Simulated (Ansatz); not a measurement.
# Pt: response to biaxial strain in the a-b plane

The task here is to estimate one member of a computed series from the others.

The COD entry's cell or inner coordinates are ideal or old and differ from later refinements, so a difference from it is no clean test against experiment.

Program: Ansatz 0.2.0. Level of theory: DFT r2SCAN, scalar-relativistic, plane waves, PAW. These are calculated values, not measurements.

### The system as given

It takes space group Fm-3m (No. 225, cubic). The conventional cell has a = 3.940 Å, b = 3.940 Å, c = 3.940 Å, α = 90.00°, β = 90.00°, γ = 90.00°. Pt (site symmetry m-3m) has 12 Pt at 2.79 Å as nearest neighbours.

Coordinates:

```cif
data_structure
_symmetry_space_group_name_H-M 'Fm-3m'
_symmetry_Int_Tables_number 225
_cell_length_a 3.9402
_cell_length_b 3.9402
_cell_length_c 3.9402
_cell_angle_alpha 90.000
_cell_angle_beta 90.000
_cell_angle_gamma 90.000
_cell_volume 61.17
loop_
_atom_site_label
_atom_site_type_symbol
_atom_site_symmetry_multiplicity
_atom_site_Wyckoff_symbol
_atom_site_fract_x
_atom_site_fract_y
_atom_site_fract_z
_atom_site_occupancy
Pt1 Pt 4 a 0.00000 0.00000 0.00000 1
```

The unstrained cell comes from an earlier run at this level (2 atoms, E(σ→0) -25073.5724 eV, gap none (metal)).

Set-up of the first run:

input.yaml reads:

```yaml
crystal:
  lattice:
    - [1.9504092773, 1.9504092773, 0.0]
    - [-1.9504092773, 1.9504092773, 0.0]
    - [0.0, 0.0, 3.9638620869]
  atoms:
    - { symbol: Pt, position: [0.0, 0.0, 0.0] }
    - { symbol: Pt, position: [0.5, 0.5, 0.5] }
basis:
  ecutwfc: 500
kpoints:
  mp_grid: { grid: [18, 18, 14] }
hamiltonian:
  xc: r2scan
scf:
  occupations: { method: gaussian, width: 0.1 }
output:
  forces: true
  stress: true
  eigenvalues: true
relax:
  adjacent_minimum: "off"
  f_tol: 0.008
  max_steps: 40
  cell: { stress_tol: 0.015, fix: [a, b, gamma] }
```

On the command line:

```
$ ansatz run input.yaml --threads 1 --pin off --max-ram 2560MiB --backend cpu --events-out ev --progress --plain --runs-dir out
```

Steps of the session up to this table: The cell strained by -1.0 %; Strain +1.0 %; At -2.0 %; At +2.0 %; The cell strained by -3.0 %; At +3.0 %.

One table of the session follows, with a row left open; its other results are not shown here.

Lengths are those of the vectors of the cell that was run; stresses in GPa:

| strain (%) | ΔE (meV/atom) | a (Å) | b (Å) | c (Å) |
| --- | --- | --- | --- | --- |
| -3.0 | 22.8 | 2.703 | 2.703 | 4.111 |
| -2.0 | 8.9 | 2.730 | 2.730 | 4.054 |
| -1.0 | 1.8 | 2.758 | 2.758 | 3.998 |
| +0.0 | 0.0 | 2.786 | 2.786 | 3.940 |
| +1.0 | ? | ? | ? | ? |
| +2.0 | 6.7 | 2.842 | 2.842 | 3.821 |
| +3.0 | 13.8 | 2.870 | 2.870 | 3.759 |

**Question.** Estimate the row for strain (%) = +1.0.

Worked estimate for «ΔE (meV/atom)». A straight line through the neighbours (0.0, 0.0) and (2.0, 6.7) gives 0.0 + (6.7 − 0.0) × (1.0 − 0.0) / (2.0 − 0.0) = 3.4; a parabola fitted to 4 rows on both sides gives 1.9.

**Answer.** ΔE (meV/atom): 1.9; a (Å): 2.814; b (Å): 2.814; c (Å): 3.881. In «ΔE (meV/atom)» the line misses by +1.5 and the parabola by 0.0.

ΔE is over the unstrained cell. Stress in GPa, positive in compression, on the Cartesian axes of the input. 
